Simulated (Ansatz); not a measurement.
Strain response of Ir

Method: DFT PBEsol, scalar-relativistic, plane waves, PAW in Ansatz. (420 eV cutoff, 20×20×14 k-mesh, Gaussian smearing of 0.10 eV, no spin polarisation)

The relaxed crystal:

```xyz
2
Lattice="1.9151 1.9151 0.0000 -1.9151 1.9151 0.0000 0.0000 0.0000 3.8301" Properties=species:S:1:pos:R:3 pbc="T T T"
Ir    0.0000    0.0000    0.0000
Ir    0.0000    1.9151    1.9151
```

Deformation: all cell vectors scaled alike, the atoms relaxed, all within the symmetry that the strain leaves. Energies are extrapolated to zero smearing. Stress is positive in compression, on the Cartesian axes of the cell above.

Spin–orbit coupling is left out, which can shift energies with elements as heavy as these.

| strain (%) | ΔE (meV/atom) | a (Å) | b (Å) | c (Å) | σxx (GPa) | σyy (GPa) | σzz (GPa) |
| --- | --- | --- | --- | --- | --- | --- | --- |
| -3.0 | 155.4 | 2.627 | 2.627 | 3.715 | 44.44 | 44.44 | 44.58 |
| -2.0 | 66.3 | 2.654 | 2.654 | 3.754 | 27.30 | 27.30 | 27.43 |
| -1.0 | 15.9 | 2.681 | 2.681 | 3.792 | 12.58 | 12.58 | 12.70 |
| +0.0 | 0.0 | 2.708 | 2.708 | 3.830 | -0.01 | -0.01 | 0.10 |
| +1.0 | ? | 2.735 | 2.735 | 3.868 | ? | ? | ? |
| +2.0 | ? | 2.762 | 2.762 | 3.907 | ? | ? | ? |
| +3.0 | 122.1 | 2.790 | 2.790 | 3.945 | -27.41 | -27.41 | -27.33 |

(1) Fill in the row at +1.0 %.

(2) Fill in the row at +2.0 %.

## Answers

(1) ΔE 14.7 meV/atom; σxx -10.73 GPa; σyy -10.73 GPa; σzz -10.63 GPa.

(2) ΔE 56.5 meV/atom; σxx -19.79 GPa; σyy -19.79 GPa; σzz -19.70 GPa.